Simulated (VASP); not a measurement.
From an Ansatz input to VASP: CdS (strained wurtzite)

Ansatz input

```yaml
crystal:
  lattice:
    - [3.9563711989, 0.0, 0.0]
    - [-1.9781855995, 3.4263179651, 0.0]
    - [0.0, 0.0, 7.0813182252]
  atoms:
    - { symbol: Cd, position: [0.3333333333, 0.6666666667, 0.010260296] }
    - { symbol: Cd, position: [0.6666666667, 0.3333333333, 0.510260296] }
    - { symbol: S, position: [0.3333333333, 0.6666666667, 0.364739704] }
    - { symbol: S, position: [0.6666666667, 0.3333333333, 0.864739704] }
kpoints:
  mp_grid: { grid: [12, 12, 4] }
  band_path:
    path:
      - [0.0, 0.0, 0.0]
      - [0.5, 0.0, 0.0]
      - [0.3333333333, 0.3333333333, 0.0]
      - [0.0, 0.0, 0.5]
      - [0.5, 0.0, 0.5]
      - [0.3333333333, 0.3333333333, 0.5]
    npoints: 1
hamiltonian:
  xc: pbe
scf:
  occupations: { method: fermi_dirac, width: 0.02 }
  n_extra_bands: 5
output:
  forces: true
  stress: true
  eigenvalues: true
```

Q: Write VASP inputs for this cell and level of theory.

A: 

INCAR

```
ISMEAR = -1
ISIF = 2
LCHARG = .TRUE.
LASPH = .TRUE.
LREAL = .FALSE.
LWAVE = .FALSE.
ENCUT = 520
NBANDS = 26
LELF = .TRUE.
GGA = PE
PREC = Accurate
IBRION = -1
NSW = 0
EDIFF = 1E-7
NELM = 120
SIGMA = 0.02
```

KPOINTS

```
KPOINTS created by Atomic Simulation Environment
0
Gamma
12 12 4
0 0 0
```

KPOINTS_OPT

```
special points
6
Reciprocal
0.0000000000 0.0000000000 0.0000000000 1
0.5000000000 0.0000000000 0.0000000000 1
0.3333333333 0.3333333333 0.0000000000 1
0.0000000000 0.0000000000 0.5000000000 1
0.5000000000 0.0000000000 0.5000000000 1
0.3333333333 0.3333333333 0.5000000000 1
```

POSCAR

```
Cd S
 1.0000000000000000
     3.9563711989297357    0.0000000000288675    0.0000000000000000
    -1.9781855994898678    3.4263179650598143    0.0000000000000000
     0.0000000000000000    0.0000000000000000    7.0813182252000004
 Cd  S
   2   2
Cartesian
 -0.0000000000166665  2.2842119767161648  0.0726564209615599
  1.9781855994565338  1.1421059883725162  3.6133155335615594
 -0.0000000000166665  2.2842119767161648  2.5828379134884405
  1.9781855994565338  1.1421059883725162  6.1234970260884403
```

VASP ran with the recommended PBE PAW datasets (36 valence electrons in the cell). Other inputs would serve too.

|  | Ansatz | VASP |
| --- | --- | --- |
| gap between bands v and c | 0.98 eV | 0.98 eV |
| least direct gap | 0.98 eV | 0.98 eV |
| pressure | 4.7 GPa | 5.1 GPa |

The two codes use different PAW datasets and cutoffs. VASP's cell holds 36 valence electrons and Ansatz's 52. Ansatz's stress includes a Pulay correction; VASP's doesn't.
